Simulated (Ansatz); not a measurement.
Electrons against holes in NaCl — Ansatz, plane waves and PAW

Space group Fm-3m (No. 225), 2 atoms in the cell of the first input below: a = 4.005 Å, b = 4.005 Å, c = 4.005 Å, α = 60.00°, β = 60.00°, γ = 60.00°.

The structure is a measured one, not always of the ambient phase, taken without relaxation (pressure -0.8 GPa with this functional, without spin–orbit coupling). Functional: r2SCAN.

Spin–orbit coupling is left out. Kohn–Sham gap on the run's mesh: 5.85 eV (the true one may be smaller).

The states of the whole zone with their velocity products:

```yaml
crystal:
  lattice:
    - [0.0, 2.8317495955, 2.8317495955]
    - [2.8317495955, 0.0, 2.8317495955]
    - [2.8317495955, 2.8317495955, 0.0]
  atoms:
    - { symbol: Na, position: [0.0, 0.0, 0.0] }
    - { symbol: Cl, position: [0.5, 0.5, 0.5] }
basis:
  ecutwfc: 500
  ecutrho_ratio: 4
kpoints:
  mp_grid: { grid: [10, 10, 10] }
hamiltonian:
  xc: r2scan
scf:
  occupations: { method: gaussian, width: 0.05 }
output:
  forces: true
  stress: true
  eigenvalues: true
  states_by_energy: { minimum_broadening: 0.025 }
```

```bash
ansatz run input.yaml --threads 4 --pin off --max-ram 9216MiB --backend cpu --events-out ev --progress --plain --runs-dir out
```

Time: 80 s on 4 threads of Arm Neoverse N1, on a shared host, peak memory 0.78 GiB.

From that table, at a constant relaxation time τ with Fermi–Dirac weights and rigid bands:

```
T (K)  doping (cm⁻³)  μ − E_F (eV)  σ_xx/τ (10²⁰/Ω m s)  S_xx (μV/K)  Lorenz (10⁻⁸ V²/K²)  ħω_p,xx (eV)
  300         n 1e19         2.947              0.00673         -191                 1.96         0.182
  300         p 1e19        -2.822             0.000875          557                 1.90         0.065
  300         n 1e20         3.106               0.0643          -57                 2.30         0.561
  300         p 1e20        -2.883              0.00874          360                 1.91         0.207
  300         n 1e21         3.695                0.517          -14                 2.43         1.591
  300         p 1e21        -2.957               0.0862          176                 2.03         0.649
  600         n 1e19         2.899              0.00658         -274                 1.88         0.179
  600         p 1e19        -2.662             0.000825          655                 1.84         0.064
  600         n 1e20         3.094               0.0635         -107                 2.12         0.557
  600         p 1e20        -2.782              0.00824          457                 1.84         0.201
  600         n 1e21         3.691                0.515          -27                 2.40         1.587
  600         p 1e21        -2.910               0.0815          264                 1.87         0.631
  900         n 1e19         2.832              0.00642         -326                 1.85         0.177
  900         p 1e19        -2.477             0.000761          708                 1.60         0.061
  900         n 1e20         3.073               0.0623         -146                 2.01         0.552
  900         p 1e20        -2.657               0.0076          510                 1.60         0.193
  900         n 1e21         3.684                0.511          -41                 2.35         1.582
  900         p 1e21        -2.842               0.0752          314                 1.60         0.607
```

Question: Which of the dopings listed at 300 K has the largest power factor S²σ/τ along x?

Answer: n 1e19: 0.24, p 1e19: 0.27, n 1e20: 0.21, p 1e20: 1.1, n 1e21: 0.095, p 1e21: 2.7 (10¹¹ W/m K² s), so p 1e21 cm⁻³, if τ is the same for all.

Caveats: crystals with gaps this wide can seldom be doped to such densities with both signs of carrier, so the rows show what the bands would give; melting, decomposition and changes of phase at these temperatures weren't checked; no scattering is computed, and the gap isn't corrected.

At every listed density and temperature, electrons conduct better per unit relaxation time, while holes have the larger thermopower. This follows from orbital character: the conduction-band minimum is a dispersive, s-like state, whereas the valence-band top consists of weakly overlapping Cl 3p states, with heavy, degenerate bands and a large density of states. At 300 K, added electrons therefore soon become degenerate, and the square of their thermopower falls faster than their conductivity rises. Holes keep a sizeable thermopower up to the highest density, which gives them the larger power factor. The Lorenz numbers agree, the electron value approaching the metallic limit with doping. The low hole value of 1.60 at 900 K probably reflects the narrow valence band, where velocities stop growing as they would in a parabolic band.

The ranking describes band shape rather than real hole transport. In NaCl, holes are known to self-trap as Cl₂⁻ centres and move by hopping at ordinary temperatures, a lattice response that rigid bands of an undistorted crystal cannot contain, so a common relaxation time probably flatters the p-type rows most.
